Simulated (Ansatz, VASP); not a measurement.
**One calculation of AlN, two programs**

```
Al N
1.0
     0.00000    2.20159    2.20159
     2.20159    0.00000    2.20159
     2.20159    2.20159    0.00000
Al N
1 1
Direct
  0.00000 0.00000 0.00000
  0.75000 0.75000 0.75000
```

Alike in both runs: functional PBE; k mesh 10 × 10 × 10; occupations gaussian, width 0.02 eV; no spin polarisation.

Ansatz relaxed the structure, and its values are those at the end. VASP's run is a single point on that final structure, the one shown.

|  | VASP | Ansatz |
| --- | --- | --- |
| version | VASP 6.6.1 | Ansatz 0.2.0 |
| potentials or method | VASP PAW PBE potentials, release 64 (Al, N) | scalar-relativistic, plane waves, PAW |
| plane-wave cutoff (eV) | 520 | 420 |
| valence electrons in the cell | 8 | 8 |

VASP gave:

* gap on the k mesh at the Fermi level (eV): 3.30
* least direct gap on the mesh (eV): 3.98
* pressure (GPa): -0.3

Problem. Which values does Ansatz return?

Solution. gap on the k mesh at the Fermi level (eV): 3.31; least direct gap on the mesh (eV): 3.98; pressure (GPa): 0.0.

A k mesh can miss the band edges. As with any semilocal functional, this PBE gap is likely too small.
